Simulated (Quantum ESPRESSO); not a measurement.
Crystal: LiF (Griceite).

```xyz
2
Lattice="0.0000 2.0140 2.0140 2.0140 0.0000 2.0140 2.0140 2.0140 0.0000" Properties=species:S:1:pos:R:3 pbc="T T T"
F     2.0140    2.0140    2.0140
Li    0.0000    0.0000    0.0000
```

Base run:

- Program: Quantum ESPRESSO 7.5
- Functional: WC
- Potentials or basis: GBRV 1.5 PBE
- Cutoff: 612 eV
- Density cutoff: 4898 eV
- k mesh: 8 × 8 × 8, shifted
- Occupations: fermi-dirac, width 0.05 eV
- Spin: no spin polarisation

Its results: pressure -0.6 GPa; electronic dielectric tensor (diagonal) 2.07.

Q: After a change of settings the same cell gave: pressure 0.8 GPa; electronic dielectric tensor (diagonal) 2.07. Which change was it?
A. functional from WC to AM05
B. functional from WC to LDA; potentials or basis from GBRV 1.5 PBE to GBRV 1.5 LDA
C. functional from WC to PBE
D. functional from WC to BLYP

A: A.

Caveats: the potentials were made for another functional, which shifts forces and pressure.

Not every run made on this cell is shown here.
